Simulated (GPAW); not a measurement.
The system is CsBr.

```
CELL_PARAMETERS angstrom
4.32562 0.00000 0.00000
0.00000 4.32562 0.00000
0.00000 0.00000 4.32562
ATOMIC_POSITIONS crystal
Cs 0.00000 0.00000 0.00000
Br 0.50000 0.50000 0.50000
```

The cell comes from a database or a generator and needn't be the stable form of this composition.

Program: GPAW 26.7.0. Alike in all runs: task band structure; no spin polarisation; cell as given; k mesh 6 × 6 × 6; cutoff (eV) 600; smearing fermi-dirac 0.05 eV.

Question: Order these runs on this cell by their band gap on the k mesh, lowest first.
A. level PBEsol; potentials or basis PAW data sets generated in the run's folder for this functional, pw
B. level PBE; potentials or basis GPAW PAW data sets (gpaw-data 1.2.1), pw
C. level r2SCAN; potentials or basis GPAW PAW data sets (gpaw-data 1.2.1), pw
D. level LDA; potentials or basis the program's PAW data sets (release 1.2.1) made for this functional, pw

Answer: D (4.03 eV), A (4.23 eV), B (4.42 eV), C (5.18 eV).

Caveats: spin-orbit coupling is left out, which moves the levels of the heavy elements.

